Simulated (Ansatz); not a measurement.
## Trial inputs on CdS

The reference input for Ansatz (plane-wave DFT with PAW):

```yaml
crystal:
  lattice:
    - [0.0, 2.753244, 2.753244]
    - [2.753244, 0.0, 2.753244]
    - [2.753244, 2.753244, 0.0]
  atoms:
    - { symbol: Cd, position: [0.0, 0.0, 0.0] }
    - { symbol: S, position: [0.5, 0.5, 0.5] }
basis:
  ecutwfc: 420
kpoints:
  mp_grid: { grid: [4, 4, 4] }
hamiltonian:
  xc: pbe
scf:
  occupations: { method: gaussian, width: 0.1 }
output:
  forces: true
  stress: true
  eigenvalues: true
```

Command:

```bash
ansatz run input.yaml --threads 1 --pin off --max-ram 1331MiB --backend cpu --events-out ev --progress --plain --runs-dir out
```

The run converges in 6 SCF iterations on 8 irreducible k-points: pressure -0.09 GPa.

The inputs are trials, many of them unsound on purpose. Their numbers show the effect of the settings and aren't properties of the material. Each trial's input is given as a difference from the reference's; energies are extrapolated to zero smearing where there is one, and pressure is positive in compression. Charged cells sit in a uniform background, and their pressures hang on that convention.

Trial 1 (origin moved):

```diff
 crystal:
   atoms:
-    - { symbol: Cd, position: [0.0, 0.0, 0.0] }
-    - { symbol: S, position: [0.5, 0.5, 0.5] }
+    - { symbol: Cd, position: [0.988, 0.657, 0.708] }
+    - { symbol: S, position: [1.488, 1.157, 1.208] }
 basis:
-  ecutwfc: 420
+  ecutwfc: 320
 hamiltonian:
+  hubbard: { sites: [{ species: Cd, l: d, u_eff: 3.9 }] }
 scf:
+  mixing: { algorithm: msr1, preconditioner: ldos }
+  initial_density: { chi_scale: 0, normalization: atom }
+  max_iter: 30
+  convergence: { dr2_threshold: "1e-4 eV" }
 output:
+  efg: {}
```

What happens?

The run converges in 6 SCF iterations on 8 irreducible k-points: pressure 0.22 GPa, gap on the sampled k-points 0.34 eV. It warns that the cutoff lies under the recommended one, 420 eV for these potentials; that the SCF threshold is loose for the forces; that field gradients leave spin–orbit coupling out; that the SCF threshold is loose for the stress. Under a U the state reached may not be the lowest.

Trial 2:

```diff
 kpoints:
-  mp_grid: { grid: [4, 4, 4] }
+  mp_grid: { grid: [4, 4, 4], shift: [0.5, 0.5, 0.5] }
 scf:
-  occupations: { method: gaussian, width: 0.1 }
+  occupations: { method: gaussian, width: "0.02 Ry" }
 output:
+  populations: true
```

What does the program give?

The run converges in 6 SCF iterations on 10 irreducible k-points: energy 38.6 meV per atom below the reference, pressure -0.44 GPa, gap on the sampled k-points 1.12 eV. It warns that the mesh lowers the symmetry.

Trial 3:

```diff
 kpoints:
-  mp_grid: { grid: [4, 4, 4] }
+  mp_grid: { kspacing: 0.44 }
```

What does the program give?

The run converges in 6 SCF iterations on 10 irreducible k-points: energy 28.2 meV per atom below the reference, pressure -0.34 GPa, gap on the sampled k-points 0.75 eV.

Trial 4:

```diff
-basis:
-  ecutwfc: 420
+basis: {}
 hamiltonian:
+  pseudopotentials: { kind: nc }
 scf:
+  eigensolver: { mixed_precision: false }
+  max_iter: 85
```

What does the program give?

The run converges in 7 SCF iterations on 8 irreducible k-points: at 1071 eV, the cutoff that these potentials take when none is typed, pressure -0.13 GPa.

Trial 5 (volume scaled):

```diff
 crystal:
   lattice:
-    - [0.0, 2.753244, 2.753244]
-    - [2.753244, 0.0, 2.753244]
-    - [2.753244, 2.753244, 0.0]
+    - [0.0, 2.8160430777, 2.8160430777]
+    - [2.8160430777, 0.0, 2.8160430777]
+    - [2.8160430777, 2.8160430777, 0.0]
+total_charge: 0.25
 basis:
-  ecutwfc: 420
+  ecutwfc: "43 Ry"
+  precision: f64
```

What does the program give?

The run converges in 7 SCF iterations on 8 irreducible k-points: pressure -4.90 GPa (with the neutralising background of the charged cell), no gap.

Trial 6:

```diff
 basis:
-  ecutwfc: 420
+  ecutwfc: "30 Ry"
 scf:
+  max_iter: 100
```

What does the program give?

The run converges in 6 SCF iterations on 8 irreducible k-points: energy 0.17 meV per atom above the reference, pressure -0.10 GPa. It warns that the cutoff lies under the recommended one, 420 eV for these potentials.